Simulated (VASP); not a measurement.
# Si (Fd-3m) in VASP: further runs

One crystal, Si, is run at these levels: LDA, rev-vdW-DF2; tasks: band structure.

All numbers are computed with VASP 6.6.1; they aren't measurements. Logs are shortened: lines on timing, memory, paths and dates and some standing lists are left out, and cuts for length are marked.

## 1. Starting point

The structure is cubic, space group Fd-3m (No. 227). The conventional cell has a = 5.403 Å, b = 5.403 Å, c = 5.403 Å, α = 90.00°, β = 90.00°, γ = 90.00°. Si (site symmetry -43m) has 4 Si at 2.34 Å as nearest neighbours.

## 2. Band structure, LDA

Contents of INCAR:

```
ALGO     = Normal         # electronic algorithm
EDIFF    = 1E-6           # SCF threshold, eV
ENCUT    = 520            # plane-wave cutoff, eV
ICORELEVEL= 1            
ISIF     = 2              # what is computed and relaxed
ISMEAR   = 0              # smearing method
LASPH    = T              # aspherical terms in the spheres
LCHARG   = F              # write CHGCAR
LREAL    = F              # projectors in reciprocal space
LWAVE    = F              # write WAVECAR
NBANDS   = 11             # bands
NELM     = 80             # most SCF steps
PREC     = Accurate       # precision mode
SIGMA    = 0.03           # smearing width, eV
```

Contents of KPOINTS:

```
k-points
0
Gamma
  10 10 10
```

Contents of POSCAR:

```
Si                                      
1.0
    0.0000000000      2.7014939879      2.7014939879
    2.7014939879      0.0000000000      2.7014939879
    2.7014939879      2.7014939879      0.0000000000
  Si            
     2
Direct
     0.7500000000000000    0.7500000000000000    0.7500000000000000
     0.5000000000000000    0.5000000000000000    0.5000000000000000
```

Contents of KPOINTS_OPT:

```
explicit points
109
Reciprocal
 0.0000000000  0.0000000000  0.0000000000 1
 0.0555555556  0.0000000000  0.0555555556 1
 0.1111111111  0.0000000000  0.1111111111 1
 0.1666666667  0.0000000000  0.1666666667 1
 0.2222222222  0.0000000000  0.2222222222 1
 0.2777777778  0.0000000000  0.2777777778 1
 0.3333333333  0.0000000000  0.3333333333 1
 0.3888888889  0.0000000000  0.3888888889 1
 0.4444444444  0.0000000000  0.4444444444 1
 0.5000000000  0.0000000000  0.5000000000 1
 0.5000000000  0.0000000000  0.5000000000 1
 0.5000000000  0.0277777778  0.5277777778 1
 0.5000000000  0.0555555556  0.5555555556 1
 0.5000000000  0.0833333333  0.5833333333 1
 0.5000000000  0.1111111111  0.6111111111 1
 0.5000000000  0.1388888889  0.6388888889 1
 0.5000000000  0.1666666667  0.6666666667 1
 0.5000000000  0.1944444444  0.6944444444 1
 0.5000000000  0.2222222222  0.7222222222 1
 0.5000000000  0.2500000000  0.7500000000 1
 0.5000000000  0.2500000000  0.7500000000 1
 0.4861111111  0.2638888889  0.7500000000 1
 0.4722222222  0.2777777778  0.7500000000 1
 0.4583333333  0.2916666667  0.7500000000 1
 0.4444444444  0.3055555556  0.7500000000 1
 0.4305555556  0.3194444444  0.7500000000 1
 0.4166666667  0.3333333333  0.7500000000 1
 0.4027777778  0.3472222222  0.7500000000 1
 0.3888888889  0.3611111111  0.7500000000 1
 0.3750000000  0.3750000000  0.7500000000 1
 0.3750000000  0.3750000000  0.7500000000 1
 0.3333333333  0.3333333333  0.6666666667 1
 0.2916666667  0.2916666667  0.5833333333 1
 0.2500000000  0.2500000000  0.5000000000 1
 0.2083333333  0.2083333333  0.4166666667 1
 0.1666666667  0.1666666667  0.3333333333 1
 0.1250000000  0.1250000000  0.2500000000 1
 0.0833333333  0.0833333333  0.1666666667 1
 0.0416666667  0.0416666667  0.0833333333 1
 0.0000000000  0.0000000000  0.0000000000 1
 0.0000000000  0.0000000000  0.0000000000 1
 0.0555555556  0.0555555556  0.0555555556 1
 0.1111111111  0.1111111111  0.1111111111 1
 0.1666666667  0.1666666667  0.1666666667 1
 0.2222222222  0.2222222222  0.2222222222 1
 0.2777777778  0.2777777778  0.2777777778 1
 0.3333333333  0.3333333333  0.3333333333 1
 0.3888888889  0.3888888889  0.3888888889 1
 0.4444444444  0.4444444444  0.4444444444 1
 0.5000000000  0.5000000000  0.5000000000 1
 0.5000000000  0.5000000000  0.5000000000 1
 0.5138888889  0.4722222222  0.5138888889 1
 0.5277777778  0.4444444444  0.5277777778 1
 0.5416666667  0.4166666667  0.5416666667 1
 0.5555555556  0.3888888889  0.5555555556 1
 0.5694444444  0.3611111111  0.5694444444 1
 0.5833333333  0.3333333333  0.5833333333 1
 0.5972222222  0.3055555556  0.5972222222 1
 0.6111111111  0.2777777778  0.6111111111 1
 0.6250000000  0.2500000000  0.6250000000 1
 0.6250000000  0.2500000000  0.6250000000 1
 0.6111111111  0.2500000000  0.6388888889 1
 0.5972222222  0.2500000000  0.6527777778 1
 0.5833333333  0.2500000000  0.6666666667 1
 0.5694444444  0.2500000000  0.6805555556 1
 0.5555555556  0.2500000000  0.6944444444 1
 0.5416666667  0.2500000000  0.7083333333 1
 0.5277777778  0.2500000000  0.7222222222 1
 0.5138888889  0.2500000000  0.7361111111 1
 0.5000000000  0.2500000000  0.7500000000 1
 0.5000000000  0.2500000000  0.7500000000 1
 0.5000000000  0.2777777778  0.7222222222 1
 0.5000000000  0.3055555556  0.6944444444 1
 0.5000000000  0.3333333333  0.6666666667 1
 0.5000000000  0.3611111111  0.6388888889 1
 0.5000000000  0.3888888889  0.6111111111 1
 0.5000000000  0.4166666667  0.5833333333 1
 0.5000000000  0.4444444444  0.5555555556 1
 0.5000000000  0.4722222222  0.5277777778 1
 0.5000000000  0.5000000000  0.5000000000 1
 0.5000000000  0.5000000000  0.5000000000 1
 0.4861111111  0.4861111111  0.5277777778 1
 0.4722222222  0.4722222222  0.5555555556 1
 0.4583333333  0.4583333333  0.5833333333 1
 0.4444444444  0.4444444444  0.6111111111 1
 0.4305555556  0.4305555556  0.6388888889 1
 0.4166666667  0.4166666667  0.6666666667 1
 0.4027777778  0.4027777778  0.6944444444 1
 0.3888888889  0.3888888889  0.7222222222 1
 0.3750000000  0.3750000000  0.7500000000 1
 0.6250000000  0.2500000000  0.6250000000 1
 0.6111111111  0.2222222222  0.6111111111 1
 0.5972222222  0.1944444444  0.5972222222 1
 0.5833333333  0.1666666667  0.5833333333 1
 0.5694444444  0.1388888889  0.5694444444 1
 0.5555555556  0.1111111111  0.5555555556 1
 0.5416666667  0.0833333333  0.5416666667 1
 0.5277777778  0.0555555556  0.5277777778 1
 0.5138888889  0.0277777778  0.5138888889 1
 0.5000000000  0.0000000000  0.5000000000 1
 0.0000000000  0.0000000000  0.0000000000 1
 0.3750000000  0.3750000000  0.7500000000 1
 0.5000000000  0.5000000000  0.5000000000 1
 0.6250000000  0.2500000000  0.6250000000 1
 0.5000000000  0.2500000000  0.7500000000 1
 0.5000000000  0.0000000000  0.5000000000 1
 0.4000000000  0.0000000000  0.4000000000 1
 0.4250000000  0.0000000000  0.4250000000 1
 0.4500000000  0.0000000000  0.4500000000 1
```

Potentials or basis: VASP PAW LDA potentials, release 64 (Si).

The run is started by

```
cat potpaw_LDA.64/Si/POTCAR > POTCAR
mpirun -np 1 vasp_std > vasp.out
```

OUTCAR:

```text
EDIFF = 1E-6
   ENCUT = 520
   ISIF = 2
   ISMEAR = 0
   LASPH = T
   LREAL = F
   NELM = 80
   PREC = Accurate

 ion  position               nearest neighbor table
   1  0.750  0.750  0.750-   2 2.34   2 2.34   2 2.34   2 2.34
   2  0.500  0.500  0.500-   1 2.34   1 2.34   1 2.34   1 2.34

  LATTYP: Found a face centered cubic cell.
 ALAT       =     5.4029879758

  Lattice vectors:

 A1 = (   0.0000000000,   2.7014939879,   2.7014939879)
 A2 = (   2.7014939879,   0.0000000000,   2.7014939879)
 A3 = (   2.7014939879,   2.7014939879,   0.0000000000)

Analysis of symmetry for initial positions (statically):
=====================================================================
 Subroutine PRICEL returns:
 Original cell was already a primitive cell.

 Routine SETGRP: Setting up the symmetry group for a
 face centered cubic supercell.

 Subroutine GETGRP returns: Found 48 space group operations
 (whereof 24 operations were pure point group operations)
 out of a pool of 48 trial point group operations.

The static configuration has the point symmetry T_d .
 The point group associated with its full space group is O_h .

Analysis of symmetry for dynamics (positions and initial velocities):
=====================================================================
 Subroutine PRICEL returns:
 Original cell was already a primitive cell.

 Routine SETGRP: Setting up the symmetry group for a
 face centered cubic supercell.

 Subroutine GETGRP returns: Found 48 space group operations
 (whereof 24 operations were pure point group operations)
 out of a pool of 48 trial point group operations.

The dynamic configuration has the point symmetry T_d .
 The point group associated with its full space group is O_h .

 Subroutine INISYM returns: Found 48 space group operations
 (whereof 24 operations are pure point group operations),
 and found     1 'primitive' translations

----------------------------------------------------------------------------------------

                                     Primitive cell

  volume of cell :      39.4314

  direct lattice vectors                    reciprocal lattice vectors
     0.000000000  2.701493988  2.701493988    -0.185082774  0.185082774  0.185082774
     2.701493988  0.000000000  2.701493988     0.185082774 -0.185082774  0.185082774
[... 84 lines left out ...]
   NELM   =     80;   NELMIN=  2; NELMDL= -5     # of ELM steps
   EDIFF  = 0.1E-05   stopping-criterion for ELM
   LREAL  =      F    real-space projection
[... 7 lines left out ...]
   TEBEG  =    0.0;   TEEND  =   0.0 temperature during run
   PSTRESS=    0.0 pullay stress
   NELECT =       8.0000    total number of electrons
   NUPDOWN=      -1.0000    fix difference up-down
   EMIN   =  10.00;   EMAX   =-10.00  energy-range for DOS
   EFERMI =   0.00;   METHOD = LEGACY
   ISMEAR =     0;   SIGMA  =   0.03  broadening in eV -4-tet -1-fermi 0-gaus
   EFERMI_NEDOS =   21; number of points for ismear=-14 and -15
   IALGO  =     38    algorithm
   IMIX   =      4    mixing-type and parameters
     AMIX     =   0.40;   BMIX     =  1.00
     AMIX_MAG =   1.60;   BMIX_MAG =  1.00
  volume/ion in A,a.u.               =      19.72       133.05
  Fermi-wavevector in a.u.,A,eV,Ry     =   0.961961  1.817843 12.590411  0.925369
  Thomas-Fermi vector in A             =   2.091379
   LORBIT       =      0    0 simple, 1 ext, 2 COOP (PROOUT), +10 PAW based schemes
   GGA     = CA    functional components
   LHFCALC =     F    Hartree Fock is set to
   AEXX    =    0.0000 exact exchange contribution
   IVDW    =     0    specifies the selected vdW correction
   LEPSILON=     F    determine dielectric tensor
   LRPA    =     F    only Hartree local field effects (RPA)
 non-spin polarized calculation
 Gauss-broadening in eV      SIGMA  =   0.03
  energy-cutoff  :      520.00
  volume of cell :       39.43
 maximum number of plane-waves:      1073
   NGX = 15   NGY = 15   NGZ = 15

 number of electron       8.0000001 magnetization

 Free energy of the ion-electron system (eV)
  ---------------------------------------------------
  ext. energy  EPLUGINS =         0.00000000
  ---------------------------------------------------
  free energy    TOTEN  =       -11.91908857 eV

  energy without entropy =      -11.91908857  energy(sigma->0) =      -11.91908857

 the core state eigenenergies are
   1-  1s  -1763.4664  2s   -126.6839  2p    -83.6229
   2-  1s  -1763.4664  2s   -126.6839  2p    -83.6229

 E-fermi :   6.0866     XC(G=0):  -9.6635

 val. band max:        5.9274847616   @ k =   0.0000   0.0000   0.0000
 cond. band min:       6.3810206723   @ k =   0.4000   0.4000   0.0000
 fundamental gap:      0.4535359107
 Fermi energy:         6.0866087013

 k-point     1 :       0.0000    0.0000    0.0000
  band No.  band energies     occupation
      1      -6.1351      2.00000
      2       5.9275      2.00000
      3       5.9275      2.00000
      4       5.9275      2.00000
      5       8.4581      0.00000
      6       8.4581      0.00000
      7       8.4581      0.00000
      8       9.3131      0.00000
      9      13.6631      0.00000
     10      13.6631      0.00000
     11      13.6704      0.00000
[... 267 lines left out ...]
 k-point    21 :      -0.3000    0.2000    0.0000
  band No.  band energies     occupation
      1      -4.0360      2.00000
      2       0.1666      2.00000
      3       2.4026      2.00000
      4       4.5962      2.00000
      5       8.3130      0.00000
      6      10.4307      0.00000
      7      10.4850      0.00000

------------------------ aborting loop because EDIFF is reached ----------------------------------------

  FORCE on cell =-STRESS in cart. coord.  units (eV):
  Direction    XX          YY          ZZ          XY          YZ          ZX
  --------------------------------------------------------------------------------------
  -------------------------------------------------------------------------------------
  Total       -0.0020401     -0.0020401     -0.0020401      0.0000000      0.0000000     -0.0000000
  in kB       -0.0828943     -0.0828943     -0.0828943      0.0000000      0.0000000     -0.0000000
  external PRESSURE =      -0.0828943 kB  Pullay stress =       0.0000000 kB

 VOLUME and BASIS-vectors are now :
 -----------------------------------------------------------------------------
  energy-cutoff  :      520.00
  volume of cell :       39.43
      direct lattice vectors                 reciprocal lattice vectors
     0.000000000  2.701493988  2.701493988    -0.185082774  0.185082774  0.185082774
     2.701493988  0.000000000  2.701493988     0.185082774 -0.185082774  0.185082774
     2.701493988  2.701493988  0.000000000     0.185082774  0.185082774 -0.185082774

 POSITION                                       TOTAL-FORCE (eV/Angst)
 -----------------------------------------------------------------------------------
      4.05224      4.05224      4.05224        -0.000000      0.000000      0.000000
      2.70149      2.70149      2.70149         0.000000     -0.000000     -0.000000
 -----------------------------------------------------------------------------------
    total drift:                                0.000000      0.000000     -0.000000

  FREE ENERGIE OF THE ION-ELECTRON SYSTEM (eV)
  ---------------------------------------------------
  free  energy   TOTEN  =       -11.9190885690 eV

  energy  without entropy=      -11.9190885690  energy(sigma->0) =      -11.91908857
```

It took 14 s on 1 thread of AMD EPYC 9R45 (Zen 5), shared host; peak memory 0.12 GiB.

Results:

```yaml
Free_energy: -11.9191 eV
Pressure: 0.0 GPa
Band_gap_on_the_k_mesh: 0.45 eV, indirect (least direct gap 2.53 eV)
Band_gap_along_the_path: 0.44 eV, indirect (least direct gap 2.53 eV)
```

Levels at the corners of the path, in eV from the valence-band top:
| point | band 1 | band 2 | band 3 | band 4 | band 5 | band 6 | band 7 | band 8 |
| --- | --- | --- | --- | --- | --- | --- | --- | --- |
| Γ | -12.06 | 0.00 | 0.00 | 0.00 | 2.53 | 2.53 | 2.53 | 3.39 |
| X | -7.86 | -7.86 | -2.89 | -2.89 | 0.58 | 0.58 | 10.11 | 10.11 |
| X | -7.86 | -7.86 | -2.89 | -2.89 | 0.58 | 0.58 | 10.11 | 10.11 |
| W | -7.69 | -7.69 | -3.94 | -3.94 | 4.18 | 4.18 | 4.98 | 4.98 |
| W | -7.69 | -7.69 | -3.94 | -3.94 | 4.18 | 4.18 | 4.98 | 4.98 |
| K | -8.27 | -7.27 | -4.40 | -2.46 | 1.08 | 4.05 | 7.47 | 7.98 |
| K | -8.27 | -7.27 | -4.40 | -2.46 | 1.08 | 4.05 | 7.47 | 7.98 |
| Γ | -12.06 | 0.00 | 0.00 | 0.00 | 2.53 | 2.53 | 2.53 | 3.39 |
| Γ | -12.06 | 0.00 | 0.00 | 0.00 | 2.53 | 2.53 | 2.53 | 3.39 |
| L | -9.69 | -7.06 | -1.21 | -1.21 | 1.48 | 3.29 | 3.29 | 7.54 |
| L | -9.69 | -7.06 | -1.21 | -1.21 | 1.48 | 3.29 | 3.29 | 7.54 |
| U | -8.27 | -7.27 | -4.40 | -2.46 | 1.08 | 4.05 | 7.47 | 7.98 |
| U | -8.27 | -7.27 | -4.40 | -2.46 | 1.08 | 4.05 | 7.47 | 7.98 |
| W | -7.69 | -7.69 | -3.94 | -3.94 | 4.18 | 4.18 | 4.98 | 4.98 |
| W | -7.69 | -7.69 | -3.94 | -3.94 | 4.18 | 4.18 | 4.98 | 4.98 |
| L | -9.69 | -7.06 | -1.21 | -1.21 | 1.48 | 3.29 | 3.29 | 7.54 |
| L | -9.69 | -7.06 | -1.21 | -1.21 | 1.48 | 3.29 | 3.29 | 7.54 |
| K | -8.27 | -7.27 | -4.40 | -2.46 | 1.08 | 4.05 | 7.47 | 7.98 |
| U | -8.27 | -7.27 | -4.40 | -2.46 | 1.08 | 4.05 | 7.47 | 7.98 |
| X | -7.86 | -7.86 | -2.89 | -2.89 | 0.58 | 0.58 | 10.11 | 10.11 |

Core levels (eV, on the scale of the bands):
| atom | levels |
| --- | --- |
| 1 Si | 1s -1763.5, 2s -126.7, 2p -83.6 |
| 2 Si | 1s -1763.5, 2s -126.7, 2p -83.6 |

## 3. Band structure, rev-vdW-DF2

This run uses another cell than the first one, of 20.30 Å³/atom, 1.029 times its volume.

Contents of INCAR:

```
SYSTEM = Si
  PREC = Accurate
  ENCUT = 520
  EDIFF = 1E-6
  ISMEAR = 0
  SIGMA = 0.03
  LREAL = .False.
  LASPH = .True.
  NELM = 80
  ALGO = Normal
  ISIF = 2
  LWAVE = .False.
  LCHARG = .False.
  GGA = MK
  LUSE_VDW = .True.
  AGGAC = 0.0
  PARAM1 = 0.1234
  PARAM2 = 0.711357
  ZAB_VDW = -1.8867
  NBANDS = 11
  ICORELEVEL = 1
```

Contents of KPOINTS:

```
regular mesh
0
Gamma
  10 10 10
  0 0 0
```

Contents of POSCAR:

```
Si                                      
1.0
    0.0000000000      2.7277913266      2.7277913266
    2.7277913266      0.0000000000      2.7277913266
    2.7277913266      2.7277913266      0.0000000000
  Si            
     2
Direct
     0.7500000000000000    0.7500000000000000    0.7500000000000000
     0.5000000000000000    0.5000000000000000    0.5000000000000000
```

KPOINTS_OPT is that of step 2.

Potentials or basis: VASP PAW PBE potentials, release 64 (Si).

The run is started by

```
cat potpaw_PBE.64/Si/POTCAR > POTCAR
mpirun -np 1 vasp_std > vasp.out
```

Run time: 36 s. Hardware: 1 thread of Intel Xeon 6975P-C (Granite Rapids), shared host; peak memory 0.35 GiB.

Results (log left out):

| Item | Value |
| --- | --- |
| Free energy | -8.8276 eV |
| Pressure | 0.0 GPa |
| Band gap on the k mesh | 0.61 eV, indirect (least direct gap 2.59 eV) |
| Band gap along the path | 0.60 eV, indirect (least direct gap 2.59 eV) |

Levels at the corners of the path, in eV from the valence-band top:
| point | band 1 | band 2 | band 3 | band 4 | band 5 | band 6 | band 7 | band 8 |
| --- | --- | --- | --- | --- | --- | --- | --- | --- |
| Γ | -11.84 | 0.00 | 0.00 | 0.00 | 2.59 | 2.59 | 2.59 | 3.21 |
| X | -7.75 | -7.75 | -2.80 | -2.80 | 0.74 | 0.74 | 10.01 | 10.01 |
| X | -7.75 | -7.75 | -2.80 | -2.80 | 0.74 | 0.74 | 10.01 | 10.01 |
| W | -7.59 | -7.59 | -3.78 | -3.78 | 4.27 | 4.27 | 4.98 | 4.98 |
| W | -7.59 | -7.59 | -3.78 | -3.78 | 4.27 | 4.27 | 4.98 | 4.98 |
| K | -8.16 | -7.17 | -4.23 | -2.38 | 1.23 | 4.12 | 7.44 | 7.94 |
| K | -8.16 | -7.17 | -4.23 | -2.38 | 1.23 | 4.12 | 7.44 | 7.94 |
| Γ | -11.84 | 0.00 | 0.00 | 0.00 | 2.59 | 2.59 | 2.59 | 3.21 |
| Γ | -11.84 | 0.00 | 0.00 | 0.00 | 2.59 | 2.59 | 2.59 | 3.21 |
| L | -9.55 | -6.89 | -1.18 | -1.18 | 1.50 | 3.38 | 3.38 | 7.67 |
| L | -9.55 | -6.89 | -1.18 | -1.18 | 1.50 | 3.38 | 3.38 | 7.67 |
| U | -8.16 | -7.17 | -4.23 | -2.38 | 1.23 | 4.12 | 7.44 | 7.94 |
| U | -8.16 | -7.17 | -4.23 | -2.38 | 1.23 | 4.12 | 7.44 | 7.94 |
| W | -7.59 | -7.59 | -3.78 | -3.78 | 4.27 | 4.27 | 4.98 | 4.98 |
| W | -7.59 | -7.59 | -3.78 | -3.78 | 4.27 | 4.27 | 4.98 | 4.98 |
| L | -9.55 | -6.89 | -1.18 | -1.18 | 1.50 | 3.38 | 3.38 | 7.67 |
| L | -9.55 | -6.89 | -1.18 | -1.18 | 1.50 | 3.38 | 3.38 | 7.67 |
| K | -8.16 | -7.17 | -4.23 | -2.38 | 1.23 | 4.12 | 7.44 | 7.94 |
| U | -8.16 | -7.17 | -4.23 | -2.38 | 1.23 | 4.12 | 7.44 | 7.94 |
| X | -7.75 | -7.75 | -2.80 | -2.80 | 0.74 | 0.74 | 10.01 | 10.01 |

Core levels (eV, on the scale of the bands):
```
atom                           levels
1 Si  1s -1773.7, 2s -127.7, 2p -83.8
2 Si  1s -1773.7, 2s -127.7, 2p -83.8
```

Caveat: the PAW data sets were made with another functional, which shifts forces and pressure a little.
